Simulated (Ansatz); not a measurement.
Theory: DFT PBE, scalar-relativistic, plane waves, PAW in Ansatz 0.2.0. Settings: cutoff 420 eV, Γ-centred meshes spaced at most about 0.3 Å⁻¹, and about 0.25 Å⁻¹ or finer for metals (2π included), Gaussian smearing. No spin polarisation.

These are static total energies at zero pressure. All are two-dimensional sheets, periodic along a and b, with vacuum along c.

**Question.** Which of these relaxed structures of Li is the lowest in energy?
A.

```
Li
1.0
     4.75893    0.00000    0.00000
    -2.37947    4.12136    0.00000
     0.00000    0.00000   23.80000
Li
2
Direct
  0.33333 0.66667 0.29412
  0.66667 0.33333 0.29412
```

B.

```
Li
1.0
     3.09225    0.00000    0.00000
    -1.54612    2.67796    0.00000
     0.00000    0.00000   23.80000
Li
1
Cartesian
  0.0000 0.0000 7.0000
```

C.

```
Li
1.0
     3.11358    0.00000    0.00000
    -1.55679    2.69644    0.00000
     0.00000    0.00000   28.19742
Li
2
Direct
  0.66667 0.33333 0.22505
  0.33333 0.66667 0.30692
```

D.

```
Li
1.0
     2.96462    0.00000    0.00000
     0.00000    2.96462    0.00000
     0.00000    0.00000   27.30000
Li
2
Direct
  0.00000 0.50000 0.25346
  0.50000 0.00000 0.33262
```

**Answer.** C. The next of these, D, lies 24 meV/atom higher. Forms: C p-3m1; D p4/nmm; B p6/mmm; A p6/mmm. Counting all near atoms (those within 1.25 times the shortest distance at each site): C has Li 9; D has Li 8; B has Li 6; A has Li 3. All come from invented guesses.

The k mesh leaves some 4 meV/atom of noise in the energy of each metallic cell. Cells relaxed within their symmetry can be saddle points. Some structure types and database cells were kept out of the candidates from the start, so a known form may be missing.
